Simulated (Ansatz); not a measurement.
Crystal: MoSe2.

```
Mo Se
1.0
     3.28800    0.00000    0.00000
    -1.64400    2.84749    0.00000
     0.00000    0.00000   12.90000
Mo Se
2 4
Direct
  0.66667 0.33333 0.75000
  0.33333 0.66667 0.25000
  0.66667 0.33333 0.37500
  0.33333 0.66667 0.87500
  0.66667 0.33333 0.12500
  0.33333 0.66667 0.62500
```

| Item | Value |
| --- | --- |
| Program | Ansatz 0.2.0 |
| Task | relaxation of cell and atoms |
| Functional | LDA |
| Potentials or basis | Ansatz PAW |
| Cutoff | 420 eV (not typed: the program's choice for these potentials) |
| k mesh | 9 × 9 × 2 |
| Occupations | fermi-dirac, width 0.05 eV |
| Spin | no spin polarisation |

At the start: volume 20.13 Å³/atom.

**Question.** How do energy, volume and symmetry change on relaxing?

**Answer.** It ends after 5 steps and the volume is 19.41 Å³/atom (-3.6 %); space group P6_3/mmc (No. 194, to 0.05 Å).

The path:
```tsv
step	energy change (eV)	largest force (eV/Å)	volume (Å³)
1	0.0000	0.5811	120.78
2	-0.0568	0.2295	118.27
3	-0.0678	0.0350	115.93
4	-0.0685	0.0013	116.44
5	-0.0677	0.0012	116.44
```

Final structure:
```
Mo Se
1.0
     3.24839    0.00000    0.00000
    -1.62419    2.81318    0.00000
     0.00000    0.00000   12.74246
Mo Se
2 4
Direct
  0.66667 0.33333 0.75000
  0.33333 0.66667 0.25000
  0.66667 0.33333 0.38007
  0.33333 0.66667 0.88007
  0.66667 0.33333 0.11993
  0.33333 0.66667 0.61993
```

Caveat: the plane-wave basis is chosen anew once the cell has moved, so the energies of steps on either side of that aren't comparable; the PAW data sets come from PBE, with cores solved anew for the run's functional, which leaves a small shift of forces and pressure.
